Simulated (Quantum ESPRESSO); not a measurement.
# V (Fm-3m) in Quantum ESPRESSO: equation of state

Aim: energy against volume of V in PBE, for its equilibrium volume and stiffness.

Program: Quantum ESPRESSO 7.5. These are calculated values, not measurements. Logs are shortened: lines on timing, memory, paths and dates and some standing lists are left out, and cuts for length are marked.

## Step 1: The structure

It takes space group Fm-3m (No. 225, cubic). The conventional cell has a = 3.790 Å, b = 3.790 Å, c = 3.790 Å, α = 90.00°, β = 90.00°, γ = 90.00°. V (site symmetry m-3m) has 12 V at 2.68 Å as nearest neighbours.

This isn't the form of V at room conditions, which is bcc.

## Step 2: Single point, PBE, collinear spin, ferromagnetic start, 12.79 Å³/atom

pw.in reads:

```
&CONTROL
  calculation = 'scf'
  prefix = 'pwscf'
  outdir = './tmp'
  pseudo_dir = './pseudo'
  tprnfor = .true.
  tstress = .true.
  disk_io = 'nowf'
/
&SYSTEM
  ibrav = 0
  nat = 1
  ntyp = 1
  ecutwfc = 55
  ecutrho = 440
  nbnd = 15
  occupations = 'smearing'
  smearing = 'fd'
  degauss = 0.00367493
  nspin = 2
  starting_magnetization(1) = 0.1538
/
&ELECTRONS
  conv_thr = 2d-10
  electron_maxstep = 120
  mixing_beta = 0.3
/
ATOMIC_SPECIES
V     50.9415 v_pbe_v1.4.uspp.F.UPF
CELL_PARAMETERS angstrom
   0.0000000000    1.8563156760    1.8563156760
   1.8563156760    0.0000000000    1.8563156760
   1.8563156760    1.8563156760    0.0000000000
ATOMIC_POSITIONS crystal
V      0.0000000000    0.0000000000    0.0000000000
K_POINTS automatic
12 12 12 0 0 0
```

Potentials or basis: SSSP 1.3 efficiency PBE.

The run is started by

```sh
OMP_NUM_THREADS=1 pw.x -in pw.in > pw.out
```

pw.out:

```text
This program is part of the open-source Quantum ESPRESSO suite
     for quantum simulation of materials; please cite
[... 9 lines left out ...]
     --------------------
     sticks:   dense  smooth     PW     G-vecs:    dense   smooth      PW
     Sum         745     367    121                13539     4693     941

     Using Slab Decomposition

     bravais-lattice index     =            0
     lattice parameter (alat)  =       4.9610  a.u.
     unit-cell volume          =      86.3340 (a.u.)^3
     number of atoms/cell      =            1
     number of atomic types    =            1
     number of electrons       =        13.00
     number of Kohn-Sham states=           15
     kinetic-energy cutoff     =      55.0000  Ry
     charge density cutoff     =     440.0000  Ry
     scf convergence threshold =      2.0E-10
     mixing beta               =       0.3000
     number of iterations used =            8  plain     mixing
     Exchange-correlation=  SLA  PW   PBX  PBC
                           (   1   4   3   4   0   0   0)

     celldm(1)=   4.960960  celldm(2)=   0.000000  celldm(3)=   0.000000
     celldm(4)=   0.000000  celldm(5)=   0.000000  celldm(6)=   0.000000

     crystal axes: (cart. coord. in units of alat)
               a(1) = (   0.000000   0.707107   0.707107 )
               a(2) = (   0.707107   0.000000   0.707107 )
               a(3) = (   0.707107   0.707107   0.000000 )

     reciprocal axes: (cart. coord. in units 2 pi/alat)
               b(1) = ( -0.707107  0.707107  0.707107 )
               b(2) = (  0.707107 -0.707107  0.707107 )
               b(3) = (  0.707107  0.707107 -0.707107 )

     PseudoPot. # 1 for V  read from file:
     v_pbe_v1.4.uspp.F.UPF
     Pseudo is Ultrasoft + core correction, Zval = 13.0
     Generated by new atomic code, or converted to UPF format
     Using radial grid of  853 points,  6 beta functions with:
                l(1) =   0
                l(2) =   0
                l(3) =   1
                l(4) =   1
                l(5) =   2
                l(6) =   2
     Q(r) pseudized with  8 coefficients,  rinner =    1.100   1.100   1.100
                                                       1.100   1.100

     atomic species   valence    mass     pseudopotential
     V                13.00    50.94150     V ( 1.00)

     Starting magnetic structure
     atomic species   magnetization
     V               0.154

     48 Sym. Ops., with inversion, found

   Cartesian axes

     site n.     atom                  positions (alat units)
         1        V      tau(   1) = (   0.0000000   0.0000000   0.0000000  )

     number of k points=    72  Fermi-Dirac smearing, width (Ry)=  0.0037
                       cart. coord. in units 2pi/alat
        k(    1) = (   0.0000000   0.0000000   0.0000000), wk =   0.0005787
        k(    2) = (   0.0589256   0.0589256  -0.0589256), wk =   0.0046296
        k(    3) = (   0.1178511   0.1178511  -0.1178511), wk =   0.0046296
        k(    4) = (   0.1767767   0.1767767  -0.1767767), wk =   0.0046296
        k(    5) = (   0.2357023   0.2357023  -0.2357023), wk =   0.0046296
        k(    6) = (   0.2946278   0.2946278  -0.2946278), wk =   0.0046296
[... 64 lines left out ...]
        k(   71) = (  -0.7071068   0.2357023   0.0000000), wk =   0.0069444
        k(   72) = (  -0.7071068   0.3535534   0.0000000), wk =   0.0034722

     Dense  grid:    13539 G-vectors     FFT dimensions: (  36,  36,  36)

     Smooth grid:     4693 G-vectors     FFT dimensions: (  24,  24,  24)

     Check: negative core charge=   -0.000009
     Generating pointlists ...
     new r_m :   0.4125 (alat units)  2.0464 (a.u.) for type    1

     Initial potential from superposition of free atoms

     starting charge      12.9988, renormalised to      13.0000

     negative rho (up, down):  2.307E-04 1.692E-04
     Starting wfcs are   10 randomized atomic wfcs +    5 random wfcs

     Self-consistent Calculation

     iteration #  1     ecut=    55.00 Ry     beta= 0.30
     Davidson diagonalization with overlap
     ethr =  1.00E-02,  avg # of iterations =  4.0

     Threshold (ethr) on eigenvalues was too large:
     Diagonalizing with lowered threshold

     Davidson diagonalization with overlap
     ethr =  6.05E-04,  avg # of iterations =  1.1

     negative rho (up, down):  2.208E-04 2.237E-04

     total energy              =    -145.02700642 Ry
     estimated scf accuracy    <       0.07887278 Ry

     total magnetization       =     1.06 Bohr mag/cell
     absolute magnetization    =     1.06 Bohr mag/cell

     iteration #  2     ecut=    55.00 Ry     beta= 0.30
     Davidson diagonalization with overlap
     ethr =  6.07E-04,  avg # of iterations =  1.0

     negative rho (up, down):  1.990E-04 4.743E-04

     total energy              =    -145.03952146 Ry
     estimated scf accuracy    <       0.01671266 Ry

     total magnetization       =     1.02 Bohr mag/cell
     absolute magnetization    =     1.02 Bohr mag/cell

     iteration #  3     ecut=    55.00 Ry     beta= 0.30
     Davidson diagonalization with overlap
     ethr =  1.29E-04,  avg # of iterations =  1.2

     negative rho (up, down):  1.578E-04 1.120E-03

     total energy              =    -145.04485996 Ry
     estimated scf accuracy    <       0.00706992 Ry

     total magnetization       =     0.88 Bohr mag/cell
     absolute magnetization    =     0.88 Bohr mag/cell

     iteration #  4     ecut=    55.00 Ry     beta= 0.30
     Davidson diagonalization with overlap
     ethr =  5.44E-05,  avg # of iterations =  1.1

     negative rho (up, down):  1.887E-04 7.380E-04

     total energy              =    -145.05169630 Ry
     estimated scf accuracy    <       0.00066354 Ry

     total magnetization       =     0.39 Bohr mag/cell
     absolute magnetization    =     0.39 Bohr mag/cell
[... 73 lines left out ...]
     iteration # 11     ecut=    55.00 Ry     beta= 0.30
     Davidson diagonalization with overlap
     ethr =  5.23E-09,  avg # of iterations =  1.2

     negative rho (up, down):  2.480E-04 2.481E-04

     total energy              =    -145.05338632 Ry
     estimated scf accuracy    <          7.3E-09 Ry

     total magnetization       =    -0.00 Bohr mag/cell
     absolute magnetization    =     0.00 Bohr mag/cell

     iteration # 12     ecut=    55.00 Ry     beta= 0.30
     Davidson diagonalization with overlap
     ethr =  5.64E-11,  avg # of iterations =  1.8

     negative rho (up, down):  2.480E-04 2.480E-04

     total energy              =    -145.05338634 Ry
     estimated scf accuracy    <          1.3E-09 Ry

     total magnetization       =     0.00 Bohr mag/cell
     absolute magnetization    =     0.00 Bohr mag/cell

     iteration # 13     ecut=    55.00 Ry     beta= 0.30
     Davidson diagonalization with overlap
     ethr =  9.74E-12,  avg # of iterations =  1.4

     negative rho (up, down):  2.480E-04 2.480E-04

     Magnetic moment per site  (integrated on atomic sphere of radius R)
     atom   1 (R=0.413)  charge= 11.4354  magn= -0.0000

     End of self-consistent calculation

     Number of k-points >= 100: set verbosity='high' to print the bands.

     the Fermi energy is    17.9677 ev

!    total energy              =    -145.05338634 Ry
     estimated scf accuracy    <          7.1E-12 Ry
     smearing contrib. (-TS)   =      -0.00084776 Ry
     internal energy E=F+TS    =    -145.05253858 Ry

     The total energy is F=E-TS. E is the sum of the following terms:
     one-electron contribution =     -43.28333456 Ry
     hartree contribution      =      28.36356557 Ry
     xc contribution           =     -19.69127250 Ry
     ewald contribution        =    -110.44149710 Ry

     total magnetization       =    -0.00 Bohr mag/cell
     absolute magnetization    =     0.00 Bohr mag/cell

     convergence has been achieved in  13 iterations

     negative rho (up, down):  2.480E-04 2.480E-04

     Forces acting on atoms (cartesian axes, Ry/au):

     atom    1 type  1   force =     0.00000000    0.00000000    0.00000000

     Total force =     0.000000     Total SCF correction =     0.000000

     Computing stress (Cartesian axis) and pressure

     negative rho (up, down):  2.480E-04 2.480E-04
          total   stress  (Ry/bohr**3)                   (kbar)     P=      169.59
   0.00115284   0.00000000   0.00000000          169.59        0.00        0.00
   0.00000000   0.00115284   0.00000000            0.00      169.59        0.00
   0.00000000   0.00000000   0.00115284            0.00        0.00      169.59

=------------------------------------------------------------------------------=
   JOB DONE.
=------------------------------------------------------------------------------=
```

Run time: 23 s. Hardware: 1 thread of Arm Neoverse V2, shared host; peak memory 0.09 GiB.

What came out:

```
Free energy                                           : -1973.5519 eV
Pressure                                              : 17.0 GPa
Band gap on the k mesh                                : none (metal or under the smearing width)
Net moment                                            : 0.00 μB per cell
Absolute moment                                       : 0.00 μB per cell
Valence electrons inside the program's atomic spheres : V 11.44
```

## Step 3: Single point, PBE, collinear spin, ferromagnetic start, 13.07 Å³/atom

pw.in: that of step 2 with these lines changed.

```diff
@@ -30,5 +30,5 @@
 CELL_PARAMETERS angstrom
-   0.0000000000    1.8563156760    1.8563156760
-   1.8563156760    0.0000000000    1.8563156760
-   1.8563156760    1.8563156760    0.0000000000
+   0.0000000000    1.8693887523    1.8693887523
+   1.8693887523    0.0000000000    1.8693887523
+   1.8693887523    1.8693887523    0.0000000000
 ATOMIC_POSITIONS crystal
```

Potentials or basis: SSSP 1.3 efficiency PBE.

The run is started by

```sh
OMP_NUM_THREADS=1 pw.x -in pw.in > pw.out
```

It took 24 s on 1 thread of Arm Neoverse V2, shared host; peak memory 0.09 GiB.

The run converged. Its results:

| Quantity | Value |
| --- | --- |
| Free energy | -1973.5765 eV |
| Pressure | 12.1 GPa |
| Band gap on the k mesh | none (metal or under the smearing width) |
| Net moment | 0.00 μB per cell |
| Absolute moment | 0.00 μB per cell |
| Valence electrons inside the program's atomic spheres | V 11.45 |

## Step 4: Single point, PBE, collinear spin, ferromagnetic start, 13.34 Å³/atom

pw.in: that of step 3 with these lines changed.

```diff
@@ -30,5 +30,5 @@
 CELL_PARAMETERS angstrom
-   0.0000000000    1.8693887523    1.8693887523
-   1.8693887523    0.0000000000    1.8693887523
-   1.8693887523    1.8693887523    0.0000000000
+   0.0000000000    1.8822814960    1.8822814960
+   1.8822814960    0.0000000000    1.8822814960
+   1.8822814960    1.8822814960    0.0000000000
 ATOMIC_POSITIONS crystal
```

The run is started by

```sh
OMP_NUM_THREADS=1 pw.x -in pw.in > pw.out
```

It took 24 s on 1 thread of Arm Neoverse V2, shared host; peak memory 0.09 GiB.

The run converged. Its results:

```yaml
Free_energy: -1973.5933 eV
Pressure: 7.7 GPa
Band_gap_on_the_k_mesh: none (metal or under the smearing width)
Net_moment: 0.00 μB per cell
Absolute_moment: 0.00 μB per cell
Valence_electrons_inside_the_program's_atomic_spheres: V 11.46
```

[end of part 1 of 2]
